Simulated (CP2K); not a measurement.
Runs of CP2K 2026.2 on MoS2. The structure is trigonal, space group R3m (No. 160). The conventional cell has a = 3.160 Å, b = 3.160 Å, c = 18.450 Å, α = 90.00°, β = 90.00°, γ = 120.00°. Mo (site symmetry 3m) is surrounded by 6 S at 2.39 Å. Around S (site symmetry 3m) lie 3 Mo at 2.39 Å. Around S (site symmetry 3m) lie 3 Mo at 2.39 Å. Measurements of this composition are mostly on another form, of space group No. 194.

```csv
task,level,potentials or basis,cell,k mesh,smearing,EPS_DEFAULT,k points reduced by the point group,NGRIDS,CUTOFF of the grids,points a segment of the path (NPOINTS),gap on the mesh (eV),pressure (GPa),largest force (eV/Å)
single point,PBE,"GTH_POTENTIALS Mo GTH-PBE-q14, S GTH-PBE-q6; DZVP-MOLOPT-SR-GTH basis",as given,8 × 8 × 8,fermi-dirac 0.05 eV,1.0E-10,yes,4,450 Ry,-,1.05,5.3,0.59
band structure,LDA,"GTH_POTENTIALS Mo GTH-PADE-q14, S GTH-PADE-q6; TZVP-MOLOPT-PBE-GTH basis",as given,10 × 10 × 10,fermi-dirac 0.05 eV,1.0E-9,yes,4,450 Ry,10,(b),-1.1,0.40
single point,r2SCAN+D3(BJ)+ATM,"POTENTIAL_UZH Mo GTH-SCAN-q14, S GTH-SCAN-q6; TZVP-MOLOPT-SCAN-GTH basis",as given,10 × 10 × 10,fermi-dirac 0.05 eV,1.0E-9,yes,5,675 Ry,-,1.08,4.2,0.58
single point,r2SCAN,"POTENTIAL_UZH Mo GTH-SCAN-q14, S GTH-SCAN-q6; TZVP-MOLOPT-SCAN-GTH basis",as given,10 × 10 × 10,fermi-dirac 0.05 eV,1.0E-9,yes,5,675 Ry,-,1.08,5.6,0.57
relaxation of cell and atoms,revPBE+D4,"POTENTIAL_UZH Mo GTH-PBE-q14, S GTH-PBE-q6; DZVP-MOLOPT-PBE-GTH basis",relaxed,8 × 8 × 8,fermi-dirac 0.05 eV,1.0E-10,-,4,450 Ry,-,(a),0.0,0.01
band structure,TB-mBJ,"POTENTIAL_UZH Mo GTH-PBE-q14, S GTH-PBE-q6; TZVP-MOLOPT-PBE-GTH basis",as given,10 × 10 × 10,fermi-dirac 0.05 eV,1.0E-10,yes,4,675 Ry,8,(c),-,-
band structure,PBEsol,"POTENTIAL_UZH Mo GTH-PBE-q14, S GTH-PBE-q6; TZVP-MOLOPT-PBE-GTH basis",as given,10 × 10 × 10,fermi-dirac 0.05 eV,1.0E-9,yes,4,450 Ry,8,0.91,2.7,0.56
band structure,r2SCAN,"POTENTIAL_UZH Mo GTH-SCAN-q14, S GTH-SCAN-q6; TZVP-MOLOPT-SCAN-GTH basis",as given,10 × 10 × 10,fermi-dirac 0.0259 eV,1.0E-10,yes,5,675 Ry,8,1.08,5.6,0.57
```

Alike in all rows: no spin polarisation.

Q: Fill in the values left out.

A: (a) 0.80; (b) 0.89; (c) 1.07.

Caveats: the basis of atomic orbitals isn't converged, which shifts pressures, moduli and gaps; the potentials were made for another functional, which shifts forces and pressure (some runs); this functional lacks dispersion, which binds the layers, so the pressure and a relaxed spacing across them are unreliable (some runs); this is a model potential without an energy functional, so only levels have meaning (some runs); the mesh misses the band edges, which the band path finds closer together (some runs).

A k mesh can miss the band edges, and the runs leave out spin-orbit coupling on Mo.

Not every run made on this cell is shown here.
